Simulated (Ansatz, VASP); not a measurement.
Ge in VASP and in Ansatz

File INCAR:

```
SYSTEM = Ge
PREC = Accurate
ENCUT = 520
EDIFF = 1E-7
ISMEAR = -1
SIGMA = 0.05
LREAL = .FALSE.
LASPH = .TRUE.
NELM = 100
ALGO = Normal
ISIF = 2
LWAVE = .FALSE.
LCHARG = .FALSE.
GGA = PS
NBANDS = 21
```

File KPOINTS:

```
Automatic mesh
0
G
  10 10 6
  0 0 0
```

The input POSCAR:

```
Ge
1.0
    1.4880529250     -2.5946896100      0.0000000000
    1.4880529250      2.5946896100      0.0000000000
    0.0000000000      0.0000000000      4.7275957900
Ge
2
Direct
    0.3271040000      0.6793620000      0.2532250000
    0.6791040000      0.3358940000      0.7452560000
```

File input.yaml:

```yaml
crystal:
  lattice:
    - [1.488052925, -2.59468961, 0.0]
    - [1.488052925, 2.59468961, 0.0]
    - [0.0, 0.0, 4.72759579]
  atoms:
    - { symbol: Ge, position: [0.327104, 0.679362, 0.253225] }
    - { symbol: Ge, position: [0.679104, 0.335894, 0.745256] }
hamiltonian:
  xc: pbesol
  pseudopotentials: { kind: paw }
kpoints:
  mp_grid: { grid: [10, 10, 6] }
scf:
  occupations: { method: fermi_dirac, width: 0.05 }
output:
  forces: true
  stress: true
  eigenvalues: true
```

Change from the starting cell: atoms moved at random, drawn with an rms of 0.05 Å.

Alike in both runs: task single point; functional PBEsol; k mesh 10 × 10 × 6; occupations fermi-dirac, width 0.05 eV; no spin polarisation.

```csv
,VASP,Ansatz
version,VASP 6.6.1,Ansatz 0.2.0
potentials or method,"VASP PAW PBE potentials, release 64 (Ge_d)",Ansatz PAW
plane-wave cutoff (eV),520,420
valence electrons in the cell,28,28
```

Ansatz gave:

```
gap on the k mesh at the Fermi level (eV)       : none
pressure (GPa)                                  : 0.5
largest component of the traceless stress (GPa) : 1.68
rms of the force components (eV/Å)              : 0.013
```

Question: Estimate VASP's values.

Answer: gap on the k mesh at the Fermi level (eV): none; pressure (GPa): 0.5; largest component of the traceless stress (GPa): 1.69; rms of the force components (eV/Å): 0.014.

Atom by atom the forces differ by 0.001 eV/Å (rms over components). A gap of «none» marks a metal or a gap that the smearing closes.

Caveats: the PAW data sets were made with another functional, which shifts forces and pressure a little (VASP); the PAW data sets come from PBE, with cores solved anew for the run's functional, which leaves a small shift of forces and pressure (Ansatz).
